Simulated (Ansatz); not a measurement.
SiNi in Ansatz: the effect of fixed moment

SiNi:

```
Ni Si
1.0
     4.50369    0.00000    0.00000
     0.00000    4.50369    0.00000
     0.00000    0.00000    4.50369
Ni Si
4 4
Direct
  0.14950 0.14950 0.14950
  0.64950 0.35050 0.85050
  0.85050 0.64950 0.35050
  0.35050 0.85050 0.64950
  0.84683 0.84683 0.84683
  0.34683 0.65317 0.15317
  0.15317 0.34683 0.65317
  0.65317 0.15317 0.34683
```

The cell is a database's computed one.

Alike in all runs:

* Program: Ansatz 0.2.0
* Task: single point
* Functional: PBEsol
* Potentials or basis: Ansatz PAW
* Cutoff: 420 eV (not typed: the program's choice for these potentials)
* k mesh: 5 × 5 × 5
* Occupations: fermi-dirac, width 0.05 eV

Task: One run gave: energy over the lowest run 17.7 meV/atom; pressure -4.1 GPa; largest force 0.04 eV/Å. Which fixed moment did it use?
A. 0
B. 1
C. 2
D. 3
E. 8

Result: B.

| fixed moment | spin | starting moments | energy over the lowest run (meV/atom) | pressure (GPa) | largest force (eV/Å) |
| --- | --- | --- | --- | --- | --- |
| 0 | collinear spin, program default start | - | 0.0 | -4.6 | 0.04 |
| 1 | collinear spin, ferromagnetic start | [0.25, 0.25, 0.25, 0.25, 0.0, 0.0, 0.0, 0.0] μB | 17.7 | -4.1 | 0.04 |
| 2 | collinear spin, ferromagnetic start | [0.5, 0.5, 0.5, 0.5, 0.0, 0.0, 0.0, 0.0] μB | 65.7 | -2.6 | 0.05 |
| 3 | collinear spin, ferromagnetic start | [0.75, 0.75, 0.75, 0.75, 0.0, 0.0, 0.0, 0.0] μB | 145.6 | -0.5 | 0.09 |
| 4 | collinear spin, ferromagnetic start | [1.0, 1.0, 1.0, 1.0, 0.0, 0.0, 0.0, 0.0] μB | 250.1 | 2.2 | 0.15 |
| 5 | collinear spin, ferromagnetic start | [1.25, 1.25, 1.25, 1.25, 0.0, 0.0, 0.0, 0.0] μB | 399.4 | 5.5 | 0.19 |
| 6 | collinear spin, ferromagnetic start | [1.5, 1.5, 1.5, 1.5, 0.0, 0.0, 0.0, 0.0] μB | 577.8 | 9.1 | 0.22 |
| 8 | collinear spin, ferromagnetic start | [2.0, 2.0, 2.0, 2.0, 0.0, 0.0, 0.0, 0.0] μB | 1007.1 | 16.7 | 0.23 |

Caveats: the total moment is fixed, so each spin has its own Fermi level; the PAW data sets come from PBE, with cores solved anew for the run's functional, which leaves a small shift of forces and pressure; the thresholds are loose for stress.
